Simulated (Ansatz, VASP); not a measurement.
**One calculation of AlN, two programs**

```
CELL_PARAMETERS angstrom
0.00000 1.99110 1.99110
1.99110 0.00000 1.99110
1.99110 1.99110 0.00000
ATOMIC_POSITIONS crystal
Al 0.00000 0.00000 0.00000
N 0.50000 0.50000 0.50000
```

Change from the starting cell: volume scaled by 1.02, crystal datasets.

Alike in both runs: task electric field gradients; functional PBE; k mesh 10 × 10 × 10; occupations fermi-dirac, width 0.02 eV; no spin polarisation.

```csv
,VASP,Ansatz
version,VASP 6.6.1,Ansatz 0.2.0
potentials or method,"VASP PAW PBE potentials, release 64 (Al, N), cutoff 520 eV","all-electron PAW with datasets made for the crystal, scalar-relativistic"
```

```tsv
	VASP	Ansatz	Ansatz less VASP
gap on the k mesh at the Fermi level (eV)	5.06	5.07	+0.014
pressure (GPa)	18.6	18.9	+0.30
Vzz of the field gradient on the site that differs most (V/Å²)	0.0	0.0	0.00
```

Ansatz ran all-electron here, so the differences hold the error of VASP's frozen core and of both bases.

Caveats: so large a pressure means that the cell lies far from this level's equilibrium, or that cutoff or potentials fall short (VASP). A k mesh can miss the band edges.
